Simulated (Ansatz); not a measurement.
What strain does to BaS (Fm-3m)

A 2-atom cell of BaS started from a crystallographic database, relaxed with r2SCAN in the plane-wave code Ansatz. The symmetry is Fm-3m (No. 225, cubic); a = 6.424 Å in the conventional setting, 33.14 Å³ an atom. Around Ba lie 6 S at 3.21 Å; around S lie 6 Ba at 3.21 Å.

The axes x, y and z are those of this cell:
```
CELL_PARAMETERS angstrom
0.00000 3.21191 3.21191
3.21191 0.00000 3.21191
3.21191 3.21191 0.00000
ATOMIC_POSITIONS crystal
Ba 0.00000 0.00000 0.00000
S 0.50000 0.50000 0.50000
```

Unstrained: PBE gives an indirect gap of 2.230 eV, from Γ to X; the least direct gap is 2.345 eV at X. With r2SCAN the valence top lies at Γ and the conduction bottom at X, 2.578 eV higher; the smallest vertical gap, at X, is 2.692 eV. The HSE06 gap is indirect, 3.138 eV (Γ to X), below the direct gap of 3.277 eV at X. Meshes: PBE 8×8×8, r2SCAN 8×8×8, HSE06 6×6×6. Strains are changes of length per length. After each strain the atoms were relaxed again with r2SCAN within the symmetry that the strain leaves, so tilts or polar shifts that break it weren't tested; points keep the names that they have in the unstrained zone. No spin polarisation and no zero-point or thermal motion.

Changes of the least gap in eV (an overlap counts as a negative gap):

| strain | volume change (%) | space group | PBE | r2SCAN | HSE06 | G0W0@PBE (mesh) | energy rise, r2SCAN (meV/atom) |
| --- | --- | --- | --- | --- | --- | --- | --- |
| uniaxial -5.21 % along z | -5.2 | I4/mmm | -0.257 | -0.275 | -0.255 | -0.31 | 35.1 |
| isotropic -5.91 % on every length | -16.7 | Fm-3m | -0.392 | -0.401 | -0.390 | -0.53 | 179.7 |
| isotropic -4.95 % on every length | -14.1 | Fm-3m | -0.285 | -0.292 | -0.285 | -0.40 | 121.9 |
| biaxial -3.24 % in x and y, z held | -6.4 | I4/mmm | -0.147 | -0.153 | -0.148 | -0.20 | 29.0 |

Unstrained, G0W0@PBE with 276 empty bands, a screening cutoff of 150 eV and a 4×4×4 mesh gives 3.47 eV on its mesh; the band count follows the volume. G0W0 here is at a finite number of bands, screening cutoff and k mesh, not at the basis limit.

Uniaxial -5.21 % along z, other directions held. HSE06: the gap goes from 3.138 to 2.883 eV (-0.255 eV); the X points, equivalent before, split by 52 meV, and the conduction bottom lies at those like (1/2, 1/2, 0); with r2SCAN the top three valence levels at Γ, degenerate before, become 1+2 from the top over 224 meV. Stress change with r2SCAN, compression positive: xx +1.01, yy +1.01, zz +7.24 GPa.

Isotropic -5.91 % on every length. HSE06: the gap goes from 3.138 to 2.748 eV (-0.390 eV); it turns from indirect (Γ → X) to direct (X). Stress change with r2SCAN, compression positive: xx +12.21, yy +12.21, zz +12.21 GPa.

Isotropic -4.95 % on every length. PBE: the gap goes from 2.230 to 1.945 eV (-0.285 eV); it turns from indirect (Γ → X) to direct (X). r2SCAN: the gap goes from 2.578 to 2.286 eV (-0.292 eV); it turns from indirect (Γ → X) to direct (X). HSE06: the gap goes from 3.138 to 2.853 eV (-0.285 eV). Stress change with r2SCAN, compression positive: xx +9.52, yy +9.52, zz +9.52 GPa. For HSE06, dE_g/d ln V = 1.9 eV over this step.

Biaxial -3.24 % in x and y, z held. HSE06: the gap goes from 3.138 to 2.990 eV (-0.148 eV); with r2SCAN the top three valence levels at Γ, degenerate before, become 2+1 from the top over 120 meV. Stress change with r2SCAN, compression positive: xx +4.72, yy +4.72, zz +1.20 GPa.

Spin-orbit coupling is left out.

The meshes of the hybrids are coarse, so their gaps aren't converged to the digits shown.

The splittings at Γ are without spin-orbit coupling, which regroups them where it is of like size or larger.
